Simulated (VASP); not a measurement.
# BN (F-43m) in VASP: a series of runs

One crystal, BN, is run at these levels: PBE; tasks: band structure.

Program: VASP 6.6.1. These are calculated values, not measurements. Logs are shortened: lines on timing, memory, paths and dates and some standing lists are left out, and cuts for length are marked.

**Measured values to compare with.**

From a printed reference work, monograph, for a bulk crystal of BN at 300 K: band gap 6.4 eV (indirect).

How close the calculation comes is told below.

## Step 1: The structure

The structure is cubic, space group F-43m (No. 216). The conventional cell has a = 3.626 Å, b = 3.626 Å, c = 3.626 Å, α = 90.00°, β = 90.00°, γ = 90.00°. N (site symmetry -43m) has 4 B at 1.57 Å as nearest neighbours. Around B (site symmetry -43m) lie 4 N at 1.57 Å.

The cell is a database's computed one.

## Step 2: Band structure, PBE

INCAR reads:

```
SYSTEM = BN
ALGO     = Fast           ! electronic algorithm
EDIFF    = 1E-6           ! SCF threshold, eV
ENCUT    = 900            ! plane-wave cutoff, eV
GGA      = PE             ! functional
ISIF     = 2              ! what is computed and relaxed
ISMEAR   = -1             ! smearing method
LASPH    = .TRUE.         ! aspherical terms in the spheres
LCHARG   = .FALSE.        ! write CHGCAR
LREAL    = .FALSE.        ! projectors in reciprocal space
LWAVE    = .FALSE.        ! write WAVECAR
NELM     = 80             ! most SCF steps
PREC     = Accurate       ! precision mode
SIGMA    = 0.05           ! smearing width, eV
```

KPOINTS reads:

```
k-points
0
G
  13 13 13
  0 0 0
```

POSCAR reads:

```
BN
1.0
    0.0000000000      1.8130010000      1.8130010000
    1.8130010000      0.0000000000      1.8130010000
    1.8130010000      1.8130010000      0.0000000000
N B
1 1
Direct
    0.2500000000      0.2500000000      0.2500000000
    0.0000000000      0.0000000000      0.0000000000
```

KPOINTS_OPT reads:

```
path GXWKGLUWLK,UX
15
line-mode
reciprocal
 0.0000000000  0.0000000000  0.0000000000  G
 0.5000000000  0.0000000000  0.5000000000  X

 0.5000000000  0.0000000000  0.5000000000  X
 0.5000000000  0.2500000000  0.7500000000  W

 0.5000000000  0.2500000000  0.7500000000  W
 0.3750000000  0.3750000000  0.7500000000  K

 0.3750000000  0.3750000000  0.7500000000  K
 0.0000000000  0.0000000000  0.0000000000  G

 0.0000000000  0.0000000000  0.0000000000  G
 0.5000000000  0.5000000000  0.5000000000  L

 0.5000000000  0.5000000000  0.5000000000  L
 0.6250000000  0.2500000000  0.6250000000  U

 0.6250000000  0.2500000000  0.6250000000  U
 0.5000000000  0.2500000000  0.7500000000  W

 0.5000000000  0.2500000000  0.7500000000  W
 0.5000000000  0.5000000000  0.5000000000  L

 0.5000000000  0.5000000000  0.5000000000  L
 0.3750000000  0.3750000000  0.7500000000  K

 0.6250000000  0.2500000000  0.6250000000  U
 0.5000000000  0.0000000000  0.5000000000  X
```

Potentials or basis: VASP PAW PBE potentials, release 64 (N_h, B_h).

Started as:

```console
$ cat potpaw_PBE.64/N_h/POTCAR potpaw_PBE.64/B_h/POTCAR > POTCAR
$ mpirun -np 1 vasp_std > vasp.out
```

OUTCAR:

```text
SYSTEM = BN
   EDIFF = 1E-6
   ENCUT = 900
   GGA = PE
   ISIF = 2
   ISMEAR = -1
   LASPH = .TRUE.
   LREAL = .FALSE.
   NELM = 80
   PREC = Accurate

 ion  position               nearest neighbor table
   1  0.250  0.250  0.250-
   2  0.000  0.000  0.000-

  LATTYP: Found a face centered cubic cell.
 ALAT       =     3.6260020000

  Lattice vectors:

 A1 = (   0.0000000000,   1.8130010000,   1.8130010000)
 A2 = (   1.8130010000,   0.0000000000,   1.8130010000)
 A3 = (   1.8130010000,   1.8130010000,   0.0000000000)

Analysis of symmetry for initial positions (statically):
=====================================================================
 Subroutine PRICEL returns:
 Original cell was already a primitive cell.

 Routine SETGRP: Setting up the symmetry group for a
 face centered cubic supercell.

 Subroutine GETGRP returns: Found 24 space group operations
 (whereof 24 operations were pure point group operations)
 out of a pool of 48 trial point group operations.

The static configuration has the point symmetry T_d .

Analysis of symmetry for dynamics (positions and initial velocities):
=====================================================================
 Subroutine PRICEL returns:
 Original cell was already a primitive cell.

 Routine SETGRP: Setting up the symmetry group for a
 face centered cubic supercell.

 Subroutine GETGRP returns: Found 24 space group operations
 (whereof 24 operations were pure point group operations)
 out of a pool of 48 trial point group operations.

The dynamic configuration has the point symmetry T_d .

 Subroutine INISYM returns: Found 24 space group operations
 (whereof 24 operations are pure point group operations),
 and found     1 'primitive' translations

----------------------------------------------------------------------------------------

                                     Primitive cell

  volume of cell :      11.9186

  direct lattice vectors                    reciprocal lattice vectors
     0.000000000  1.813001000  1.813001000    -0.275785838  0.275785838  0.275785838
     1.813001000  0.000000000  1.813001000     0.275785838 -0.275785838  0.275785838
     1.813001000  1.813001000  0.000000000     0.275785838  0.275785838 -0.275785838

  length of vectors
     2.563970603  2.563970603  2.563970603     0.477675083  0.477675083  0.477675083

  position of ions in fractional coordinates (direct lattice)
     0.250000000  0.250000000  0.250000000
     0.000000000  0.000000000  0.000000000

  ion indices of the primitive-cell ions
   primitive index   ion index
                 1           1
                 2           2

----------------------------------------------------------------------------------------

 KPOINTS: k-points

Automatic generation of k-mesh.
 Grid dimensions read from file:
 generate k-points for:   13   13   13

 Generating k-lattice:

  Cartesian coordinates                     Fractional coordinates (reciprocal lattice)
    -0.021214295  0.021214295  0.021214295     0.076923077  0.000000000  0.000000000
     0.021214295 -0.021214295  0.021214295     0.000000000  0.076923077  0.000000000
     0.021214295  0.021214295 -0.021214295     0.000000000  0.000000000  0.076923077

  Length of vectors
     0.036744237  0.036744237  0.036744237

  Shift w.r.t. Gamma in fractional coordinates (k-lattice)
     0.000000000  0.000000000  0.000000000

 Subroutine IBZKPT returns following result:
 ===========================================

 Found     84 irreducible k-points:

 Following reciprocal coordinates:
            Coordinates               Weight
  0.000000  0.000000  0.000000      1.000000
  0.076923  0.000000  0.000000      8.000000
  0.153846  0.000000  0.000000      8.000000
  0.230769  0.000000  0.000000      8.000000
  0.307692  0.000000  0.000000      8.000000
  0.384615  0.000000  0.000000      8.000000
[... 16 lines left out ...]
  0.384615  0.153846  0.000000     24.000000
  0.461538  0.153846  0.000000     24.000000
 [... further k-points ...]
   k-points           NKPTS =     84   k-points in BZ     NKDIM =     84   number of bands    NBANDS=      8
   number of dos      NEDOS =    301   number of ions     NIONS =      2
   total plane-waves  NPLWV =  21952
   dimension x,y,z NGX =    28 NGY =   28 NGZ =   28
   dimension x,y,z NGXF=    56 NGYF=   56 NGZF=   56
   ions per type =               1   1
   NGX,Y,Z   is equivalent  to a cutoff of  18.15, 18.15, 18.15 a.u.
   NGXF,Y,Z  is equivalent  to a cutoff of  36.31, 36.31, 36.31 a.u.
 SYSTEM =  BN
   PREC   = accura    normal or accurate (medium, high low for compatibility)
   ISTART =      0    job   : 0-new  1-cont  2-samecut
   ICHARG =      2    charge: 1-file 2-atom 10-const
   ISPIN  =      1    spin polarized calculation?
   LNONCOLLINEAR =      F non collinear calculations
   LSORBIT =      F    spin-orbit coupling
   LASPH  =      T    aspherical Exc in radial PAW
   ENCUT  =  900.0 eV  66.15 Ry    8.13 a.u.   6.27  6.27  6.27*2*pi/ulx,y,z
   NELM   =     80;   NELMIN=  2; NELMDL= -5     # of ELM steps
   EDIFF  = 0.1E-05   stopping-criterion for ELM
   LREAL  =      F    real-space projection
   EDIFFG = 0.1E-04   stopping-criterion for IOM
   NSW    =      0    number of steps for IOM
   IBRION =     -1    ionic relax: 0-MD 1-quasi-New 2-CG
   NFREE  =      0    steps in history (QN), initial steepest desc. (CG)
   ISIF   =      2    stress and relaxation
   ISYM   =      2    0-nonsym 1-usesym 2-fastsym
   POTIM  = 0.5000    time-step for ionic-motion
   TEBEG  =    0.0;   TEEND  =   0.0 temperature during run
   PSTRESS=    0.0 pullay stress
   NELECT =       8.0000    total number of electrons
   NUPDOWN=      -1.0000    fix difference up-down
   EMIN   =  10.00;   EMAX   =-10.00  energy-range for DOS
   EFERMI =   0.00;   METHOD = LEGACY
   ISMEAR =    -1;   SIGMA  =   0.05  broadening in eV -4-tet -1-fermi 0-gaus
   EFERMI_NEDOS =   21; number of points for ismear=-14 and -15
   IALGO  =     68    algorithm
   IMIX   =      4    mixing-type and parameters
     AMIX     =   0.40;   BMIX     =  1.00
     AMIX_MAG =   1.60;   BMIX_MAG =  1.00
  volume/ion in A,a.u.               =       5.96        40.22
  Fermi-wavevector in a.u.,A,eV,Ry     =   1.433387  2.708709 27.954506  2.054598
  Thomas-Fermi vector in A             =   2.552911
   LORBIT       =      0    0 simple, 1 ext, 2 COOP (PROOUT), +10 PAW based schemes
   GGA     = PE    functional components
   LHFCALC =     F    Hartree Fock is set to
   AEXX    =    0.0000 exact exchange contribution
   IVDW    =     0    specifies the selected vdW correction
   LEPSILON=     F    determine dielectric tensor
   LRPA    =     F    only Hartree local field effects (RPA)
 non-spin polarized calculation
 RMM-DIIS sequential band-by-band and
  energy-cutoff  :      900.00
  volume of cell :       11.92
 maximum number of plane-waves:       748
 NGX is ok and might be reduce to    28
   NGX = 13   NGY = 13   NGZ = 13

 number of electron       8.0000000 magnetization

 Free energy of the ion-electron system (eV)
  ---------------------------------------------------
  ext. energy  EPLUGINS =         0.00000000
  ---------------------------------------------------
  free energy    TOTEN  =       -17.46912664 eV

  energy without entropy =      -17.46912664  energy(sigma->0) =      -17.46912664

 E-fermi :   9.9506     XC(G=0): -12.8881

 val. band max:        8.9761076039   @ k =   0.0000   0.0000   0.0000
 cond. band min:      13.5078551517   @ k =   0.4615   0.4615   0.0000
 fundamental gap:      4.5317475479
 Fermi energy:         9.9506393762

 k-point     1 :       0.0000    0.0000    0.0000
  band No.  band energies     occupation
      1     -11.1523      2.00000
      2       8.9761      2.00000
      3       8.9761      2.00000
      4       8.9761      2.00000
      5      17.7615      0.00000
      6      17.7615      0.00000
      7      17.7615      0.00000
      8      19.1828      0.00000

 k-point     2 :       0.0769    0.0000    0.0000
  band No.  band energies     occupation
      1     -11.0094      2.00000
      2       8.1943      2.00000
      3       8.8225      2.00000
      4       8.8225      2.00000
      5      17.9340      0.00000
      6      17.9949      0.00000
      7      17.9949      0.00000
      8      19.6730      0.00000

 k-point     3 :       0.1538    0.0000    0.0000
  band No.  band energies     occupation
      1     -10.5850      2.00000
      2       6.3435      2.00000
      3       8.4379      2.00000
      4       8.4379      2.00000
      5      18.2040      0.00000
      6      18.5589      0.00000
      7      18.5589      0.00000
      8      20.8708      0.00000

 k-point     4 :       0.2308    0.0000    0.0000
  band No.  band energies     occupation
      1      -9.8956      2.00000
      2       4.1048      2.00000
      3       7.9724      2.00000
      4       7.9724      2.00000
      5      18.4690      0.00000
      6      19.1504      0.00000
      7      19.1504      0.00000
      8      22.1502      0.00000

 k-point     5 :       0.3077    0.0000    0.0000
  band No.  band energies     occupation
      1      -8.9813      2.00000
      2       1.8646      2.00000
      3       7.5477      2.00000
      4       7.5477      2.00000
      5      18.7126      0.00000
      6      19.5201      0.00000
      7      19.5201      0.00000
      8      23.1545      0.00000
[... 177 lines left out ...]
 k-point    22 :       0.3077    0.1538    0.0000
  band No.  band energies     occupation
      1      -9.1357      2.00000
      2       3.4831      2.00000
      3       6.4517      2.00000
      4       6.8519      2.00000
      5      17.1176      0.00000
      6      20.8342      0.00000
      7      21.3654      0.00000
      8      21.7232      0.00000

 k-point    23 :       0.3846    0.1538    0.0000
  band No.  band energies     occupation
      1      -8.1912      2.00000
      2       1.4707      2.00000
      3       6.2070      2.00000
      4       6.2865      2.00000
      5      17.5179      0.00000
      6      21.0227      0.00000
      7      21.5620      0.00000
      8      22.4424      0.00000

 k-point    24 :       0.4615    0.1538    0.0000
  band No.  band energies     occupation
      1      -7.2133      2.00000
      2      -0.2243      2.00000
      3       5.7356      2.00000
      4       6.1733      2.00000
      5      17.8357      0.00000
      6      21.0006      0.00000
      7      21.4356      0.00000
      8      23.5596      0.00000

 [... further k-points ...]

------------------------ aborting loop because EDIFF is reached ----------------------------------------

  FORCE on cell =-STRESS in cart. coord.  units (eV):
  Direction    XX          YY          ZZ          XY          YZ          ZX
  --------------------------------------------------------------------------------------
  -------------------------------------------------------------------------------------
  Total       -0.0725616     -0.0725616     -0.0725616      0.0000000      0.0000000     -0.0000000
  in kB       -9.7542356     -9.7542356     -9.7542356      0.0000000      0.0000000     -0.0000000
  external PRESSURE =      -9.7542356 kB  Pullay stress =       0.0000000 kB

 VOLUME and BASIS-vectors are now :
 -----------------------------------------------------------------------------
  energy-cutoff  :      900.00
  volume of cell :       11.92
      direct lattice vectors                 reciprocal lattice vectors
     0.000000000  1.813001000  1.813001000    -0.275785838  0.275785838  0.275785838
     1.813001000  0.000000000  1.813001000     0.275785838 -0.275785838  0.275785838
     1.813001000  1.813001000  0.000000000     0.275785838  0.275785838 -0.275785838

 POSITION                                       TOTAL-FORCE (eV/Angst)
 -----------------------------------------------------------------------------------
      0.90650      0.90650      0.90650         0.000000     -0.000000      0.000000
      0.00000      0.00000      0.00000        -0.000000      0.000000     -0.000000
 -----------------------------------------------------------------------------------
    total drift:                               -0.000000     -0.000000     -0.000000

  FREE ENERGIE OF THE ION-ELECTRON SYSTEM (eV)
  ---------------------------------------------------
  free  energy   TOTEN  =       -17.4691266404 eV

  energy  without entropy=      -17.4691266404  energy(sigma->0) =      -17.46912664
```

Wall time 28 s (1 thread of Intel Xeon Platinum 8375C at 2.90GHz (Ice Lake), shared host); peak memory 0.17 GiB.

What came out:

```yaml
Free_energy: -17.4691 eV
Pressure: -1.0 GPa
Band_gap_on_the_k_mesh: 4.53 eV, indirect (least direct gap 8.79 eV)
Band_gap_along_the_path: 4.46 eV, indirect (least direct gap 8.79 eV)
```

Levels at the corners of the path, in eV from the valence-band top:
```
point  band 1  band 2  band 3  band 4  band 5  band 6  band 7  band 8
    Γ  -20.13    0.00    0.00    0.00    8.79    8.79    8.79   10.21
    X  -14.60   -8.86   -4.86   -4.86    4.46    9.18   17.79   17.79
    X  -14.60   -8.86   -4.86   -4.86    4.46    9.18   17.79   17.79
    W  -14.30   -7.55   -6.90   -6.44    9.56   13.21   14.45   14.52
    W  -14.30   -7.55   -6.90   -6.44    9.56   13.21   14.45   14.52
    K  -14.52   -8.08   -7.59   -4.04    6.89   12.79   15.72   16.56
    K  -14.52   -8.08   -7.59   -4.04    6.89   12.79   15.72   16.56
    Γ  -20.13    0.00    0.00    0.00    8.79    8.79    8.79   10.21
    Γ  -20.13    0.00    0.00    0.00    8.79    8.79    8.79   10.21
    L  -15.95  -10.61   -1.92   -1.92   10.03   10.67   10.67   15.17
    L  -15.95  -10.61   -1.92   -1.92   10.03   10.67   10.67   15.17
    U  -14.52   -8.08   -7.59   -4.04    6.89   12.79   15.72   16.56
    U  -14.52   -8.08   -7.59   -4.04    6.89   12.79   15.72   16.56
    W  -14.30   -7.55   -6.90   -6.44    9.56   13.21   14.45   14.52
    W  -14.30   -7.55   -6.90   -6.44    9.56   13.21   14.45   14.52
    L  -15.95  -10.61   -1.92   -1.92   10.03   10.67   10.67   15.17
    L  -15.95  -10.61   -1.92   -1.92   10.03   10.67   10.67   15.17
    K  -14.52   -8.08   -7.59   -4.04    6.89   12.79   15.72   16.56
    U  -14.52   -8.08   -7.59   -4.04    6.89   12.79   15.72   16.56
    X  -14.60   -8.86   -4.86   -4.86    4.46    9.18   17.79   17.79
```

Caveat: the cutoff is under 1.25 times the usual one of these potentials, so pressure, stress and relaxed cells hold a basis-set (Pulay) error.

## Step 3: Band structure, PBE

POSCAR is that of step 2.

INCAR.step1 reads:

```
ALGO = Normal
EDIFF = 1E-7
ENCUT = 400
GGA = PE
ISIF = 2
ISMEAR = -1
LASPH = True
LCHARG = True
LREAL = False
LWAVE = False
NELM = 80
PREC = Accurate
SIGMA = 0.05
```

KPOINTS.step1 reads:

```
k-points
0
Gamma
  13 13 13
```

INCAR.step2 reads:

```
ALGO = Normal
EDIFF = 1E-7
ENCUT = 400
GGA = PE
ICHARG = 11
ISIF = 2
ISMEAR = 0
LASPH = True
LCHARG = False
LREAL = False
LWAVE = False
NELM = 80
PREC = Accurate
SIGMA = 0.05
```

KPOINTS.step2 reads:

```
path GXWKGLUWLK,UX
15
line-mode
reciprocal
 0.0000000000  0.0000000000  0.0000000000  G
 0.5000000000  0.0000000000  0.5000000000  X

 0.5000000000  0.0000000000  0.5000000000  X
 0.5000000000  0.2500000000  0.7500000000  W

 0.5000000000  0.2500000000  0.7500000000  W
 0.3750000000  0.3750000000  0.7500000000  K

 0.3750000000  0.3750000000  0.7500000000  K
 0.0000000000  0.0000000000  0.0000000000  G

 0.0000000000  0.0000000000  0.0000000000  G
 0.5000000000  0.5000000000  0.5000000000  L

 0.5000000000  0.5000000000  0.5000000000  L
 0.6250000000  0.2500000000  0.6250000000  U

 0.6250000000  0.2500000000  0.6250000000  U
 0.5000000000  0.2500000000  0.7500000000  W

 0.5000000000  0.2500000000  0.7500000000  W
 0.5000000000  0.5000000000  0.5000000000  L

 0.5000000000  0.5000000000  0.5000000000  L
 0.3750000000  0.3750000000  0.7500000000  K

 0.6250000000  0.2500000000  0.6250000000  U
 0.5000000000  0.0000000000  0.5000000000  X
```

Potentials or basis: VASP PAW PBE potentials, release 64 (N_s, B_s).

Started as:

```console
$ cat potpaw_PBE.64/N_s/POTCAR potpaw_PBE.64/B_s/POTCAR > POTCAR
$ cp INCAR.step1 INCAR
$ cp KPOINTS.step1 KPOINTS
$ mpirun -np 1 vasp_std > vasp.out
$ cp INCAR.step2 INCAR
$ cp KPOINTS.step2 KPOINTS
$ mpirun -np 1 vasp_std > vasp.out
```

Wall time 8.8 s (1 thread of Intel Xeon Platinum 8375C at 2.90GHz (Ice Lake), shared host); peak memory 0.12 GiB.

It converged, with:

* Band gap on the k mesh: 4.54 eV, indirect (least direct gap 8.78 eV)
* Band gap along the path: 4.47 eV, indirect (least direct gap 8.78 eV)

Levels at the corners of the path, in eV from the valence-band top:
| point | band 2 | band 3 | band 4 | band 5 | band 6 | band 7 |
| --- | --- | --- | --- | --- | --- | --- |
| Γ | 0.00 | 0.00 | 0.00 | 8.78 | 8.78 | 8.78 |
| X | -8.87 | -4.87 | -4.87 | 4.47 | 9.20 | 17.76 |
| X | -8.87 | -4.87 | -4.87 | 4.47 | 9.20 | 17.76 |
| W | -7.56 | -6.91 | -6.46 | 9.57 | 13.21 | 14.48 |
| W | -7.56 | -6.91 | -6.46 | 9.57 | 13.21 | 14.48 |
| K | -8.09 | -7.60 | -4.05 | 6.90 | 12.80 | 15.70 |
| K | -8.09 | -7.60 | -4.05 | 6.90 | 12.80 | 15.70 |
| Γ | 0.00 | 0.00 | 0.00 | 8.78 | 8.78 | 8.78 |
| Γ | 0.00 | 0.00 | 0.00 | 8.78 | 8.78 | 8.78 |
| L | -10.63 | -1.93 | -1.93 | 10.04 | 10.67 | 10.67 |
| L | -10.63 | -1.93 | -1.93 | 10.04 | 10.67 | 10.67 |
| U | -8.09 | -7.60 | -4.05 | 6.90 | 12.80 | 15.70 |
| U | -8.09 | -7.60 | -4.05 | 6.90 | 12.80 | 15.70 |
| W | -7.56 | -6.91 | -6.46 | 9.57 | 13.21 | 14.48 |
| W | -7.56 | -6.91 | -6.46 | 9.57 | 13.21 | 14.48 |
| L | -10.63 | -1.93 | -1.93 | 10.04 | 10.67 | 10.67 |
| L | -10.63 | -1.93 | -1.93 | 10.04 | 10.67 | 10.67 |
| K | -8.09 | -7.60 | -4.05 | 6.90 | 12.80 | 15.70 |
| U | -8.09 | -7.60 | -4.05 | 6.90 | 12.80 | 15.70 |
| X | -8.87 | -4.87 | -4.87 | 4.47 | 9.20 | 17.76 |

Caveat: the log is that of the step along the path at fixed density, whose energy, stress, charges and moments have no meaning.

(Part 1 of 2 ends here.)
